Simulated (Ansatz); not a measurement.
# MoP: the cost of one run

Computed with Ansatz 0.2.0 (DFT PBE, scalar-relativistic, plane waves, PAW, unless a step's input says otherwise).

2 further runs of the same task are left out: 1 that didn't finish, 1 set aside as unsound or not needed.

## Step 1: The starting structure

Symmetry: P-6m2, No. 187, hexagonal system. The conventional cell has a = 3.241 Å, b = 3.241 Å, c = 3.195 Å, α = 90.00°, β = 90.00°, γ = 120.00°. Around Mo (site symmetry -6m2) lie 6 P at 2.46 Å. P (site symmetry -6m2) has 6 Mo at 2.46 Å as nearest neighbours.

Structure file:

```
Mo P
1.0
     3.24104    0.00000    0.00000
    -1.62052    2.80683    0.00000
     0.00000    0.00000    3.19523
Mo P
1 1
Direct
  0.00000 0.00000 0.00000
  0.33333 0.66667 0.50000
```

It is the result of an earlier relaxation at this level (volume 14.53 Å³/atom; gap on the mesh: none (metal)).

## Step 2: Relaxing at -1 GPa

input.yaml reads:

```yaml
crystal:
  lattice:
    - [3.2515484218, 0.0, 0.0]
    - [-1.6257742109, 2.8159235349, 0.0]
    - [0.0, 0.0, 3.2055834699]
  atoms:
    - { symbol: Mo, position: [0.0, 0.0, 0.0] }
    - { symbol: P, position: [0.3333333333, 0.6666666667, 0.5] }
basis:
  ecutwfc: 420
kpoints:
  mp_grid: { grid: [18, 18, 14] }
hamiltonian:
  xc: pbe
scf:
  occupations: { method: gaussian, width: 0.1 }
output:
  forces: true
  stress: true
  eigenvalues: true
relax:
  adjacent_minimum: "off"
  f_tol: 0.008
  max_steps: 50
  cell: { stress_tol: 0.08, p_target: -1.0 }
```

Launch:

```sh
ansatz run input.yaml --threads 1 --pin off --max-ram 2560MiB --backend cpu --events-out ev --progress --plain --runs-dir out
```

What time and memory should one allow on 1 thread of Arm Neoverse V2, shared host?

About 44 s, with a peak of 0.43 GiB.
